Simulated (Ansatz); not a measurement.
# CoSi2 (Fm-3m) in Ansatz: notebook

The runs below take CoSi2 through single point, equation of state, with PBEsol.

Program: Ansatz 0.2.0. These are calculated values, not measurements. Logs are shortened: lines on timing, memory, paths and dates and some standing lists are left out, and cuts for length are marked.

## 1. The crystal as given

It takes space group Fm-3m (No. 225, cubic). Conventional cell: a = 5.356 Å, b = 5.356 Å, c = 5.356 Å, α = 90.00°, β = 90.00°, γ = 90.00°. Co (site symmetry m-3m) has 8 Si at 2.32 Å as nearest neighbours. Si (site symmetry -43m) is surrounded by 4 Co at 2.32 Å.

## 2. Single point, PBEsol, collinear spin, ferromagnetic start, 12.04 Å³/atom (volume scaled by 0.94)

input.yaml reads:

```yaml
crystal:
  lattice:
    - [0.0, 2.6233315991, 2.6233315991]
    - [2.6233315991, 0.0, 2.6233315991]
    - [2.6233315991, 2.6233315991, 0.0]
  atoms:
    - { symbol: Co, position: [0.0, 0.0, 0.0], spin: 2.0 }
    - { symbol: Si, position: [0.75, 0.75, 0.75] }
    - { symbol: Si, position: [0.25, 0.25, 0.25] }
hamiltonian:
  xc: pbesol
  pseudopotentials: { kind: paw }
magnetization:
  spin_polarized: true
kpoints:
  mp_grid: { grid: [9, 9, 9] }
scf:
  occupations: { method: fermi_dirac, width: 0.05 }
output:
  forces: true
  stress: true
  eigenvalues: true
  write_density: true
  write_potential: true
  elf: true
  volumetric_format: npy
```

Potentials or basis: Ansatz PAW.

Launch:

```
ansatz run input.yaml --threads 2 --pin off --max-ram 5632MiB --backend cpu --events-out ev --progress --plain --runs-dir out
```

Log:

```text
Warning: RAYON_NUM_THREADS=2 ignored (pool sized by the plan → 2); use --threads N
Engine: ansatz 0.2.0, x86_64-unknown-linux-gnu
Pseudopotentials: kind: paw
Pseudopotential: Co, paw, valence charge 17, recommended cutoff 420 eV (normal), Co.paw.azcp
Pseudopotential: Si, paw, valence charge 4, recommended cutoff 420 eV (normal), Si.paw.azcp
Functional definition: PBEsol
  exchange = pbesol_x
  correlation = pbesol_c
Crystal: 3 atoms, lattice volume = 36.107 Å³
Basis set: ecut = 420 eV, 725 PW (Γ), exchange–correlation on 50×50×50 points (8 copies of the dense FFT grid, shifted against one another)
Bands: 18, of which v1, the nominal top of the filled ones, is band 13 counted from 1 (12 counted from 0)
Symmetry: 48 space group operations
Space group: Fm-3m (ITA 225), of the structure as read, at distance tolerance 3.3e-5 Å
Magnetic group: BNS 225.116 (UNI 1618), of the structure as read, at distance tolerance 3.3e-5 Å
k-points: 35 of 729
Non-local potential: Co, projectors of the file, l = 0: 3, l = 1: 2, l = 2: 3, l = 3: 1
Non-local potential: Si, projectors of the file, l = 0: 2, l = 1: 2, l = 2: 2
PAW form: soft (Blöchl's): semilocal exchange-correlation on the pseudo side does not see the compensation charge
PAW frozen core: Co, regenerated for the run's functional, and the local potential with it (the file was generated under x = pbe(κ = 0.804, μ = 0.2195149727645171), c = pbe(β = 0.06672455060314922))
PAW frozen core: Si, regenerated for the run's functional, and the local potential with it (the file was generated under x = pbe(κ = 0.804, μ = 0.2195149727645171), c = pbe(β = 0.06672455060314922))
PAW one-centre angular grid: Co, 590 points (default); XC on 64 Gauss nodes
PAW one-centre angular grid: Si, 110 points (default); XC on 64 Gauss nodes
Initial density: superposition of atomic densities (chi_scale 0.1, normalization cell)
Starting moments: Σ|m| = 2 μB on 1 of 3 sites
Initial wavefunctions: pseudopotential atomic-orbital guess
Functional: x = pbesol(κ = 0.804, μ = 0.12345679012345678), c = pbesol(β = 0.046)
SCF iter   1: F=—  HF=-6336.802618 eV  |F-HF|=—  |Δ(HF+E_count)|=         —  Δρ=1.71e-1 (↑1.71e-1 ↓8.95e-2)  dr2=2.14e0  dr2_m=5.27e0  M=0.289 μB ∫|m|=0.372 μB  β_m=0.30  ethr=3.10e-3  ⟨swp⟩=5.7  Hψ=6258  notcnv=0
Mixer restart at iter 1: flushing history
[... 11 lines left out ...]
SCF iter  11: F=—  HF=-6337.687020 eV  |F-HF|=—  |Δ(HF+E_count)|=   1.04e-8  Δρ=4.95e-6 (↑4.95e-6 ↓4.28e-6)  dr2=2.34e-8  dr2_m=3.94e-11  M=0.000 μB ∫|m|=0.000 μB  β_m=1.00  ethr=4.00e-10  ⟨swp⟩=11.2  Hψ=8423  notcnv=0
SCF iter  12: F=-6337.687020 eV  HF=-6337.687020 eV  |F-HF|=1.69e-9  |Δ(HF+E_count)|=   2.10e-9  Δρ=1.34e-6 (↑1.34e-6 ↓1.27e-6)  dr2=1.86e-9  dr2_m=6.99e-13  M=0.000 μB ∫|m|=0.000 μB  ethr=9.38e-11  ⟨swp⟩=6.4  Hψ=5376  notcnv=0
SCF 1 converged in 12 iterations: F = -6337.687020 eV  dr2 = 1.86e-9
WARN: the starting moments were not kept: the SCF closed with an absolute magnetisation of 3.3e-7 μB, where they sum to 2 μB in size (1 site). That is at most 0.1 of that sum. Measured as dr2_m measures the in/out step, that magnetisation stands 8.0e-14 eV from none, at or under the dr2_threshold of 1.0e-7 eV: it is no larger than a step whose dr2_m would equal this threshold. The system may hold no moment; this SCF shows only that its start led to no more than that. To try another start: raise the starting moments (crystal.atoms[].spin, magnetization.per_species, magnetization.initial_magnetization, or on a non-collinear deck that types none of these the spinor_matrix: blocks that start its atoms; where the total moment is fixed, keep their sum and leave initial_magnetization as it is; typed ones take the place of any that the run laid by itself, positive ones on a crystal's lanthanoids without a Hubbard term where scf.initial_density.shell_occupations: [] is typed) or, if the notice of its spin-set hold's release reads "site moments contracting" or "site moments show no strong build", lengthen the hold (scf.mixing.spin_hold: { on: { confirm: 4 } }; for m-r²SCAN on two components see the key's manual first). Each may lead to a state that holds a moment. A second SCF, from the converged charge density, with the starting moments and any scf.initial_density.shell_occupations laid on it anew, would have followed, and was not run: the deck does not ask for one (magnetization.retry_lost_moments is false, the default). To let it run, set magnetization.retry_lost_moments: true and run the deck again, where that key's refused combinations let it; where memory then withholds it, that run's warning says so.
SCF converged after 12 iterations
Magnetization: 0.0000 μB (12.5000 up, 12.5000 down)
Absolute magnetization: 0.0000 μB (∫|ρ↑−ρ↓|, with the PAW one-centre terms)
Spin contamination: 0.0000 ħ² per cell (⟨S²⟩ above its minimum at these occupations)
Per-site moments (μB) at R_I (Å): [(1.4616183911321552e-7, 0.9371471205405602), (5.154408023551137e-9, 0.9371471205405602), (5.154407975121845e-9, 0.9371471205405602)]
Free energy (F): -6337.687020 eV
Harris-Foulkes:  -6337.687020 eV  (|F-HF|=1.69e-9)
Internal energy: -6337.676885 eV  (E = F + TS)
E sigma→0 (E₀):  -6337.681952 eV
Entropy (-TS):   -0.010134 eV (-3.378 meV/atom)
Fermi energy:    13.766514 eV
--- Per-component energies (eV) ---
  E_band       = -263.897797
  E_kinetic    = 553.074885
  E_local      = -4026.955861  (includes V_loc(G=0)·N_el)
  E_nonlocal   = 504.512091
  E_hartree    = 1754.859617
  E_xc         = -274.113641
  E_vxc        = -307.558315  (∫ρ·V_xc dr)
  E_paw        = -2482.503568  (= ΣΔE_a)
  E_vpaw       = -496.693540  (= ΣTr[D̂ρ^β])
  E_aug_tail   = 0.000130  (compensation charges beyond the density's cutoff)
  E_ewald      = -2366.802078
  E_core_change = 0.251541  (= ΣΔE_core)
  E_smearing   = -0.010134  (= −TS)
  E_closure    = -0.000000  (closes the sum)
  Σ components = -6337.687020   (vs F -6337.687020, Δ=0.00e0)
--- Forces (eV/Å), atoms counted from 1 ---
  atom   1  Co    -0.00000000    -0.00000000     0.00000000
  atom   2  Si     0.00000000    -0.00000000     0.00000000
  atom   3  Si    -0.00000000     0.00000000    -0.00000000
  max |Σ_I F_I| component: 1.85e-17 eV/Å
--- Stress (GPa, compression-positive) ---
        7.946222       0.000000      -0.000000
        0.000000       7.946222       0.000000
       -0.000000       0.000000       7.946222
  P = ⅓ Tr σ = 7.9462 GPa (79.462 kbar)
--- Band table (eV; the first three rows and the last of 70) ---
  k-point 0 ↑: bands = ["-80.7376", "-44.2051", "-44.2051", "-44.2051", "0.1877", "9.4328", "9.4328", "9.4328", "11.6882", "11.6882", "15.2101", "17.2291", "17.2291", "17.2291", "17.5093", "17.5093", "17.5093", "19.7301"]
  k-point 1 ↑: bands = ["-80.7376", "-44.2055", "-44.2051", "-44.2051", "0.3845", "9.0120", "9.5021", "9.5021", "11.6301", "11.6301", "14.8547", "15.8754", "16.3365", "16.3365", "18.4458", "18.4458", "19.1855", "19.1855"]
  k-point 2 ↑: bands = ["-80.7376", "-44.2065", "-44.2053", "-44.2053", "0.9679", "7.9097", "9.6745", "9.6745", "11.5426", "11.5426", "13.2058", "15.3167", "15.3167", "16.3814", "18.0938", "18.0938", "18.8085", "20.2129"]
  k-point 34 ↓: bands = ["-80.7376", "-44.2076", "-44.2072", "-44.2062", "4.8937", "5.7516", "7.6341", "7.7871", "11.1004", "11.3635", "11.7865", "12.2545", "13.0757", "17.3188", "17.9381", "19.4973", "21.2684", "23.4249"]
```

It took 1.6 s on 2 threads of Intel Xeon 6975P-C (Granite Rapids), shared host; peak memory 0.39 GiB.

What came out:

- Free energy: -6337.6870 eV
- Pressure: 7.9 GPa
- Band gap on the k mesh: none (metal or under the smearing width)
- Net moment: 0.00 μB per cell
- Absolute moment: 0.00 μB per cell

Caveat: the starting moments collapsed, and a magnetic state may lie lower; the PAW data sets come from PBE, with cores solved anew for the run's functional, which leaves a small shift of forces and pressure; the starting moments weren't kept.

## 3. Single point, PBEsol, collinear spin, ferromagnetic start, 12.29 Å³/atom (volume scaled by 0.96)

input.yaml: that of step 2 with these lines changed.

```diff
@@ -2,5 +2,5 @@
   lattice:
-    - [0.0, 2.6233315991, 2.6233315991]
-    - [2.6233315991, 0.0, 2.6233315991]
-    - [2.6233315991, 2.6233315991, 0.0]
+    - [0.0, 2.641806374, 2.641806374]
+    - [2.641806374, 0.0, 2.641806374]
+    - [2.641806374, 2.641806374, 0.0]
   atoms:
@@ -22,5 +22 @@
   eigenvalues: true
-  write_density: true
-  write_potential: true
-  elf: true
-  volumetric_format: npy
```

Potentials or basis: Ansatz PAW.

Launch:

```
ansatz run input.yaml --threads 2 --pin off --max-ram 5632MiB --backend cpu --events-out ev --progress --plain --runs-dir out
```

Run time: 1.4 s. Hardware: 2 threads of Intel Xeon 6975P-C (Granite Rapids), shared host; peak memory 0.38 GiB.

It converged, with:

```yaml
Free_energy: -6337.7139 eV
Pressure: 3.3 GPa
Band_gap_on_the_k_mesh: none (metal or under the smearing width)
Net_moment: 0.00 μB per cell
Absolute_moment: 0.00 μB per cell
```

Caveat: the starting moments collapsed, and a magnetic state may lie lower; the PAW data sets come from PBE, with cores solved anew for the run's functional, which leaves a small shift of forces and pressure; the starting moments weren't kept.

## 4. Single point, PBEsol, collinear spin, ferromagnetic start, 12.55 Å³/atom (volume scaled by 0.98)

input.yaml: that of step 3 with these lines changed.

```diff
@@ -2,5 +2,5 @@
   lattice:
-    - [0.0, 2.641806374, 2.641806374]
-    - [2.641806374, 0.0, 2.641806374]
-    - [2.641806374, 2.641806374, 0.0]
+    - [0.0, 2.6600263041, 2.6600263041]
+    - [2.6600263041, 0.0, 2.6600263041]
+    - [2.6600263041, 2.6600263041, 0.0]
   atoms:
```

Launch:

```
ansatz run input.yaml --threads 2 --pin off --max-ram 5632MiB --backend cpu --events-out ev --progress --plain --runs-dir out
```

Run time: 1.3 s. Hardware: 2 threads of Intel Xeon 6975P-C (Granite Rapids), shared host; peak memory 0.37 GiB.

The run converged. Its results:

- Free energy: -6337.7198 eV
- Pressure: -0.8 GPa
- Band gap on the k mesh: none (metal or under the smearing width)
- Net moment: 0.00 μB per cell
- Absolute moment: 0.00 μB per cell

Caveat: the starting moments collapsed, and a magnetic state may lie lower; the PAW data sets come from PBE, with cores solved anew for the run's functional, which leaves a small shift of forces and pressure; the starting moments weren't kept.

## 5. Single point, PBEsol, collinear spin, ferromagnetic start, 12.80 Å³/atom

input.yaml: that of step 4 with these lines changed.

```diff
@@ -2,5 +2,5 @@
   lattice:
-    - [0.0, 2.6600263041, 2.6600263041]
-    - [2.6600263041, 0.0, 2.6600263041]
-    - [2.6600263041, 2.6600263041, 0.0]
+    - [0.0, 2.678, 2.678]
+    - [2.678, 0.0, 2.678]
+    - [2.678, 2.678, 0.0]
   atoms:
@@ -22 +22,5 @@
   eigenvalues: true
+  write_density: true
+  write_potential: true
+  elf: true
+  volumetric_format: npy
```

Launch:

```
ansatz run input.yaml --threads 2 --pin off --max-ram 5632MiB --backend cpu --events-out ev --progress --plain --runs-dir out
```

It took 1.5 s on 2 threads of Intel Xeon 6975P-C (Granite Rapids), shared host; peak memory 0.38 GiB.

Results (log left out):

* Free energy: -6337.7072 eV
* Pressure: -4.4 GPa
* Band gap on the k mesh: none (metal or under the smearing width)
* Net moment: 0.00 μB per cell
* Absolute moment: 0.00 μB per cell

Caveat: the starting moments collapsed, and a magnetic state may lie lower; the PAW data sets come from PBE, with cores solved anew for the run's functional, which leaves a small shift of forces and pressure; the starting moments weren't kept.

## 6. Single point, PBEsol, collinear spin, ferromagnetic start, 13.06 Å³/atom (volume scaled by 1.02)

input.yaml: that of step 5 with these lines changed.

```diff
@@ -2,5 +2,5 @@
   lattice:
-    - [0.0, 2.678, 2.678]
-    - [2.678, 0.0, 2.678]
-    - [2.678, 2.678, 0.0]
+    - [0.0, 2.6957356162, 2.6957356162]
+    - [2.6957356162, 0.0, 2.6957356162]
+    - [2.6957356162, 2.6957356162, 0.0]
   atoms:
@@ -22,5 +22 @@
   eigenvalues: true
-  write_density: true
-  write_potential: true
-  elf: true
-  volumetric_format: npy
```

Potentials or basis: Ansatz PAW.

Launch:

```
ansatz run input.yaml --threads 2 --pin off --max-ram 5632MiB --backend cpu --events-out ev --progress --plain --runs-dir out
```

Run time: 1.3 s. Hardware: 2 threads of Intel Xeon 6975P-C (Granite Rapids), shared host; peak memory 0.38 GiB.

The run converged. Its results:

| Quantity | Value |
| --- | --- |
| Free energy | -6337.6778 eV |
| Pressure | -7.7 GPa |
| Band gap on the k mesh | none (metal or under the smearing width) |
| Net moment | 0.00 μB per cell |
| Absolute moment | 0.00 μB per cell |

Caveat: the starting moments collapsed, and a magnetic state may lie lower; the PAW data sets come from PBE, with cores solved anew for the run's functional, which leaves a small shift of forces and pressure; the starting moments weren't kept.

## 7. Single point, PBEsol, collinear spin, ferromagnetic start, 13.32 Å³/atom (volume scaled by 1.04)

input.yaml: that of step 6 with these lines changed.

```diff
@@ -2,5 +2,5 @@
   lattice:
-    - [0.0, 2.6957356162, 2.6957356162]
-    - [2.6957356162, 0.0, 2.6957356162]
-    - [2.6957356162, 2.6957356162, 0.0]
+    - [0.0, 2.7132408834, 2.7132408834]
+    - [2.7132408834, 0.0, 2.7132408834]
+    - [2.7132408834, 2.7132408834, 0.0]
   atoms:
@@ -22 +22,5 @@
   eigenvalues: true
+  write_density: true
+  write_potential: true
+  elf: true
+  volumetric_format: npy
```

Launch:

```
ansatz run input.yaml --threads 2 --pin off --max-ram 5632MiB --backend cpu --events-out ev --progress --plain --runs-dir out
```

Run time: 1.6 s. Hardware: 2 threads of Intel Xeon 6975P-C (Granite Rapids), shared host; peak memory 0.38 GiB.

The run converged. Its results:

```
Free energy            : -6337.6336 eV
Pressure               : -10.7 GPa
Band gap on the k mesh : none (metal or under the smearing width)
Net moment             : 0.00 μB per cell
Absolute moment        : 0.00 μB per cell
```

Caveat: the starting moments collapsed, and a magnetic state may lie lower; the PAW data sets come from PBE, with cores solved anew for the run's functional, which leaves a small shift of forces and pressure; the starting moments weren't kept.

## 8. Single point, PBEsol, collinear spin, ferromagnetic start, 13.57 Å³/atom (volume scaled by 1.06)

input.yaml: that of step 7 with these lines changed.

```diff
@@ -2,5 +2,5 @@
   lattice:
-    - [0.0, 2.7132408834, 2.7132408834]
-    - [2.7132408834, 0.0, 2.7132408834]
-    - [2.7132408834, 2.7132408834, 0.0]
+    - [0.0, 2.7305231384, 2.7305231384]
+    - [2.7305231384, 0.0, 2.7305231384]
+    - [2.7305231384, 2.7305231384, 0.0]
   atoms:
@@ -22,5 +22 @@
   eigenvalues: true
-  write_density: true
-  write_potential: true
-  elf: true
-  volumetric_format: npy
```

Launch:

```
ansatz run input.yaml --threads 2 --pin off --max-ram 5632MiB --backend cpu --events-out ev --progress --plain --runs-dir out
```

Wall time 1.4 s (2 threads of Intel Xeon 6975P-C (Granite Rapids), shared host); peak memory 0.38 GiB.

It converged, with:

```yaml
Free_energy: -6337.5762 eV
Pressure: -13.3 GPa
Band_gap_on_the_k_mesh: none (metal or under the smearing width)
Net_moment: 0.00 μB per cell
Absolute_moment: 0.00 μB per cell
```

Caveat: the starting moments collapsed, and a magnetic state may lie lower; the PAW data sets come from PBE, with cores solved anew for the run's functional, which leaves a small shift of forces and pressure; the starting moments weren't kept.

## 9. Equation of state, PBEsol, collinear spin, ferromagnetic start

Potentials or basis: Ansatz PAW.

No new run: the results of the series are fitted here.

Results:

| Item | Value |
| --- | --- |
| Equilibrium volume | 12.50 Å³/atom |
| Bulk modulus | 194 GPa |
| Pressure derivative of the bulk modulus | 4.5 |

Energy against volume, from the lowest point:
```csv
volume (Å³/atom),energy (meV/atom)
12.036,10.94
12.292,1.98
12.548,0.00
12.804,4.22
13.060,14.00
13.316,28.73
13.572,47.89
```
